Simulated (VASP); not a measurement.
Input of a VASP 6.6.1 run:

File INCAR:

```
SYSTEM = BN
PREC     = Accurate       ! precision mode
ENCUT    = 520            ! plane-wave cutoff, eV
EDIFF    = 1E-7           ! SCF threshold, eV
ISMEAR   = 0              ! smearing method
SIGMA    = 0.012          ! smearing width, eV
LREAL    = .FALSE.        ! projectors in reciprocal space
LASPH    = .TRUE.         ! aspherical terms in the spheres
NELM     = 60             ! most SCF steps
ALGO     = Normal         ! electronic algorithm
ISIF     = 2              ! what is computed and relaxed
LWAVE    = .FALSE.        ! write WAVECAR
LCHARG   = .FALSE.        ! write CHGCAR
GGA      = PE             ! functional
NBANDS   = 11             ! bands
```

KPOINTS

```
Automatic mesh
0
G
  12 12 12
  0 0 0
```

Contents of POSCAR:

```
BN
1.0
    1.2511217832      0.7223354983      3.3729344033
   -1.2511217832      0.7223354983      3.3729344033
    0.0000000000     -1.4446709966      3.3729344033
N B
1 1
Direct
    0.6672382000      0.6672382000      0.6672382000
    0.0003288000      0.0003288000      0.0003288000
```

Potentials or basis: VASP PAW PBE potentials, release 64 (N, B).

The run is started by

```sh
$ cat potpaw_PBE.64/N/POTCAR potpaw_PBE.64/B/POTCAR > POTCAR
$ mpirun -np 1 vasp_std > vasp.out
```

Problem. Estimate the pressure.

Solution. 3.6 GPa.

Problem. Estimate the band gap on the k mesh.

Solution. 4.28 eV, indirect (least direct gap 4.70 eV).

Stress tensor (GPa, compression positive):
```
4.33 0.00 0.00
0.00 4.33 0.00
0.00 0.00 2.22
```

A k mesh can miss the band edges. A hybrid or GW would open this gap; PBE tends to underestimate it.
